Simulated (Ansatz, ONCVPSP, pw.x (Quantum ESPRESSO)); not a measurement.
pw.x on fcc Zr: one setting changed

Potential: optimised norm-conserving Vanderbilt (ONCV), ONCVPSP 4.0.1.1 (patched build), PBE; core [Kr], reference 4d2 5s1.75 5p0.25; waves: 5s: rc 2.45 bohr, ncon 3, nbas 7, qcut 3.4 1/bohr, 2 projectors, debl 2.4 Ha; 5p: rc 3.40 bohr, ncon 4, nbas 7, qcut 2.5 1/bohr, 2 projectors, debl 1.9 Ha; 4d: rc 2.45 bohr, ncon 4, nbas 9, qcut 6.6 1/bohr, 1 projector; local part: polynomial inside 2.30 bohr (lpopt 5, dvloc0 1 Ha); core correction: polynomial model core, fcfact 0.7.

The reference run (k-mesh 13³, cutoffs 50/200 Ry, Fermi–Dirac 0.01 Ry, mixing_beta 0.4, conv_thr 1e-9, no spin) gives -0.36 GPa at 23.229 Å³/atom, where all-electron LAPW gives 0.31 GPa. This run, with its own iteration cap, changes diagonalization to cg.

```
&control
  calculation='scf', prefix='x', pseudo_dir='./', outdir='./tmp', tstress=.true., disk_io='none'
/
&system
  ibrav=0, nat=1, ntyp=1, ecutwfc=50, ecutrho=200, nbnd=9,
  occupations='smearing', smearing='fd', degauss=0.01
/
&electrons
  conv_thr=1e-09, mixing_beta=0.4, electron_maxstep=50, diagonalization='cg'
/
ATOMIC_SPECIES
Zr 1.0 Zr.UPF
CELL_PARAMETERS angstrom
  0.00000000 2.26464521 2.26464521
  2.26464521 0.00000000 2.26464521
  2.26464521 2.26464521 0.00000000
ATOMIC_POSITIONS crystal
Zr 0.0000 0.0000 0.0000
K_POINTS automatic
13 13 13 0 0 0
```

```bash
pw.x < Zr.scf.in > Zr.scf.out
```

Question: How does the run end?

Answer: It converges in 10 iterations; the free energy moves by +0.0 meV/atom and the pressure by +0.00 GPa. The result is that of the reference run.

```
Message from routine setup:
     using ibrav=0 with symmetry is DISCOURAGED, use correct ibrav instead
     lattice parameter (alat)  =       6.0522  a.u.
     unit-cell volume          =     156.7571 (a.u.)^3
     number of electrons       =         4.00
     number of Kohn-Sham states=            9
     kinetic-energy cutoff     =      50.0000  Ry
     charge density cutoff     =     200.0000  Ry
     scf convergence threshold =      1.0E-09
     Exchange-correlation= PBE
     number of k points=    84  Fermi-Dirac smearing, width (Ry)=  0.0100
     iteration #  1     ecut=    50.00 Ry     beta= 0.40
     total energy              =     -11.08140045 Ry
     estimated scf accuracy    <       0.01645353 Ry
     iteration #  2     ecut=    50.00 Ry     beta= 0.40
     total energy              =     -11.07966341 Ry
     estimated scf accuracy    <       0.00409981 Ry
     iteration #  3     ecut=    50.00 Ry     beta= 0.40
     total energy              =     -11.08064221 Ry
     estimated scf accuracy    <       0.00013103 Ry
     iteration #  4     ecut=    50.00 Ry     beta= 0.40
     total energy              =     -11.08064893 Ry
     estimated scf accuracy    <       0.00009709 Ry
     iteration #  5     ecut=    50.00 Ry     beta= 0.40
     total energy              =     -11.08066602 Ry
     estimated scf accuracy    <       0.00001152 Ry
     iteration #  6     ecut=    50.00 Ry     beta= 0.40
     total energy              =     -11.08066598 Ry
     estimated scf accuracy    <       0.00000172 Ry
     iteration #  7     ecut=    50.00 Ry     beta= 0.40
     total energy              =     -11.08066635 Ry
     estimated scf accuracy    <       0.00000002 Ry
     iteration #  8     ecut=    50.00 Ry     beta= 0.40
     total energy              =     -11.08066637 Ry
     estimated scf accuracy    <          3.0E-09 Ry
     iteration #  9     ecut=    50.00 Ry     beta= 0.40
     total energy              =     -11.08066637 Ry
     estimated scf accuracy    <          2.7E-09 Ry
     iteration # 10     ecut=    50.00 Ry     beta= 0.40
     the Fermi energy is     8.1370 ev
!    total energy              =     -11.08066637 Ry
     estimated scf accuracy    <          2.5E-10 Ry
     smearing contrib. (-TS)   =      -0.00679772 Ry
     The total energy is F=E-TS. E is the sum of the following terms:
     one-electron contribution =       5.21973639 Ry
     hartree contribution      =       0.02565665 Ry
     xc contribution           =      -7.74854330 Ry
     ewald contribution        =      -8.57071838 Ry
     convergence has been achieved in  10 iterations
          total   stress  (Ry/bohr**3)                   (kbar)     P=       -3.62
     Message from routine punch:
     Nothing written, as per user request (disk_io='none')
```

The run took about 9.5 s on one core of a shared host (AMD EPYC 9R45 96-Core Processor, 96 threads, 376 GiB, load 73).
